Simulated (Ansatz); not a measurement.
Zincblende CdS, relaxed with r2SCAN in the PAW code Ansatz. Space group F-43m (No. 216), cubic; conventional cell a = 5.878 Å, 25.39 Å³ an atom. Cd has 4 S at 2.55 Å; S has 4 Cd at 2.55 Å.

The axes x, y and z are those of this cell:
```xyz
2
Lattice="0.0000 2.9392 2.9392 2.9392 0.0000 2.9392 2.9392 2.9392 0.0000" Properties=species:S:1:pos:R:3 pbc="T T T"
Cd    0.0000    0.0000    0.0000
S     1.4696    1.4696    1.4696
```

Unstrained: The PBE gap is direct at Γ: 1.095 eV. With r2SCAN the gap is 1.543 eV and direct, at Γ. With HSE06 the gap is 2.106 eV and direct, at Γ. Meshes: PBE 8×8×8, r2SCAN 8×8×8, HSE06 6×6×6. Strains are changes of length per length, and xy shears are angles. After each strain the atoms were relaxed again with r2SCAN within the symmetry that the strain leaves, so tilts or polar shifts that break it weren't tested; points keep the names that they have in the unstrained zone. The values are computed, spin-unpolarised, and not measurements.

**Question.** Estimate what epitaxial -0.54 % in the plane normal to [111], free normal strain +0.43 % does to the gap.

**Answer.** PBE: the gap goes from 1.095 to 1.096 eV (+0.001 eV); with r2SCAN the top three valence levels at Γ, degenerate before, become 2+1 from the top over 39 meV. r2SCAN: the gap goes from 1.543 to 1.544 eV (+0.001 eV). HSE06: the gap goes from 2.106 to 2.109 eV (+0.003 eV). The r2SCAN energy rises by 0.4 meV an atom.

**Question.** One strain changed the r2SCAN stress by xx 0.00, yy 0.00, zz -0.01, xy +0.43 GPa (compression positive) and the gap by -0.033 eV (PBE), -0.035 eV (r2SCAN), -0.034 eV (HSE06). Which kind of strain was it, and roughly how large?

**Answer.** Xy shear, engineering strain (angle) -1.64 %. The pattern of the stress gives the kind; the size needs the stiffness, so it is an estimate.

**Question.** One strain changed the r2SCAN stress by xx -0.88, yy -0.88, zz -0.88, xy -0.26, xz -0.26, yz -0.26 GPa (compression positive) and the gap by -0.054 eV (PBE), -0.057 eV (r2SCAN), -0.059 eV (HSE06). Which kind of strain was it, and roughly how large?

**Answer.** Uniaxial +1.5 % along [111], other directions held. The pattern of the stress gives the kind; the size needs the stiffness, so it is an estimate.

The runs are scalar-relativistic, without spin-orbit coupling.

The meshes of the hybrids are coarse, so their gaps aren't converged to the digits shown.

The splittings at Γ are without spin-orbit coupling, which regroups them where it is of like size or larger.
